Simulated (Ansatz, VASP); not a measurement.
## Two plane-wave programs on Be

```
Be
1.0
     0.00000    1.57842    1.57842
     1.57842    0.00000    1.57842
     1.57842    1.57842    0.00000
Be
1
Cartesian
  1.5784 1.5784 1.5784
```

Change from the starting cell: the structure that the rattled cell fell into.

Alike in both runs: functional PBE; k mesh 30 × 30 × 30; occupations gaussian, width 0.1 eV; no spin polarisation.

Ansatz relaxed the structure, and its values are those at the end. VASP's run is a single point on that final structure, the one shown.

|  | VASP | Ansatz |
| --- | --- | --- |
| version | VASP 6.6.1 | Ansatz 0.2.0 |
| potentials or method | VASP PAW PBE potentials, release 64 (Be) | scalar-relativistic, plane waves, PAW |
| plane-wave cutoff (eV) | 520 | 420 |
| valence electrons in the cell | 2 | 2 |

|  | VASP | Ansatz | Ansatz less VASP |
| --- | --- | --- | --- |
| gap on the k mesh at the Fermi level (eV) | none | none | - |
| pressure (GPa) | 0.1 | 0.0 | -0.15 |

A gap of «none» marks a metal or a gap that the smearing closes. The functional is the same, so the differences come from potentials, cutoffs and numerics.
